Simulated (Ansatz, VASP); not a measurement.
## Two plane-wave programs on GaAs

Contents of INCAR:

```
PREC = Accurate
ENCUT = 520
EDIFF = 1E-6
ISMEAR = 0
SIGMA = 0.02
LREAL = Auto
LASPH = T
NELM = 100
ALGO = Fast
ISIF = 2
LWAVE = F
LCHARG = F
GGA = PE
NBANDS = 86
```

KPOINTS

```
Automatic mesh
0
Gamma
  3 3 3
```

POSCAR

```
GaAs
1.0
    0.0000000000      5.7453846542     -5.7453846542
    5.7453846542      5.7453846542      0.0000000000
    5.7453846542      0.0000000000     -5.7453846542
Ga As
8 8
Direct
    0.5000000000      0.5000000000      0.0000000000
    0.5000000000      0.0000000000      0.0000000000
    1.0000000000      0.5000000000      0.0000000000
    1.0000000000      0.0000000000      0.0000000000
    0.5000000000      0.5000000000      0.5000000000
    0.5000000000      0.0000000000      0.5000000000
    1.0000000000      0.5000000000      0.5000000000
    1.0000000000      0.0000000000      0.5000000000
    0.3750000000      0.3750000000      0.3750000000
    0.3750000000      0.8750000000      0.3750000000
    0.8750000000      0.3750000000      0.3750000000
    0.8750000000      0.8750000000      0.3750000000
    0.3750000000      0.3750000000      0.8750000000
    0.3750000000      0.8750000000      0.8750000000
    0.8750000000      0.3750000000      0.8750000000
    0.8750000000      0.8750000000      0.8750000000
```

Input for Ansatz:

```yaml
crystal:
  lattice:
    - [0.0, 5.7453846542, -5.7453846542]
    - [5.7453846542, 5.7453846542, 0.0]
    - [5.7453846542, 0.0, -5.7453846542]
  atoms:
    - { symbol: Ga, position: [0.5, 0.5, 0.0] }
    - { symbol: Ga, position: [0.5, 0.0, 0.0] }
    - { symbol: Ga, position: [1.0, 0.5, 0.0] }
    - { symbol: Ga, position: [1.0, 0.0, 0.0] }
    - { symbol: Ga, position: [0.5, 0.5, 0.5] }
    - { symbol: Ga, position: [0.5, 0.0, 0.5] }
    - { symbol: Ga, position: [1.0, 0.5, 0.5] }
    - { symbol: Ga, position: [1.0, 0.0, 0.5] }
    - { symbol: As, position: [0.375, 0.375, 0.375] }
    - { symbol: As, position: [0.375, 0.875, 0.375] }
    - { symbol: As, position: [0.875, 0.375, 0.375] }
    - { symbol: As, position: [0.875, 0.875, 0.375] }
    - { symbol: As, position: [0.375, 0.375, 0.875] }
    - { symbol: As, position: [0.375, 0.875, 0.875] }
    - { symbol: As, position: [0.875, 0.375, 0.875] }
    - { symbol: As, position: [0.875, 0.875, 0.875] }
basis:
  ecutwfc: 420
  xc_grid: 2
kpoints:
  mp_grid: { grid: [3, 3, 3], shift: [0.0, 0.0, 0.0] }
hamiltonian:
  xc: pbe
scf:
  occupations: { method: gaussian, width: 0.02 }
output:
  forces: true
  stress: true
  eigenvalues: true
  write_density: true
  write_potential: true
  elf: true
  volumetric_format: npy
```

Alike in both runs: task single point; functional PBE; k mesh 3 × 3 × 3; occupations gaussian, width 0.02 eV; no spin polarisation.

```csv
,VASP,Ansatz
version,VASP 6.6.1,Ansatz 0.2.0
potentials or method,"VASP PAW PBE potentials, release 64 (Ga_d, As)","scalar-relativistic, plane waves, PAW"
plane-wave cutoff (eV),520,420
valence electrons in the cell,144,224
```

Ansatz gave:

- gap on the k mesh at the Fermi level (eV): 0.16
- least direct gap on the mesh (eV): 0.16
- pressure (GPa): 0.0

Q: What did VASP give for the same quantities?

A: gap on the k mesh at the Fermi level (eV): 0.16; least direct gap on the mesh (eV): 0.16; pressure (GPa): 0.1.

The two sets of potentials don't hold the same shells in valence.
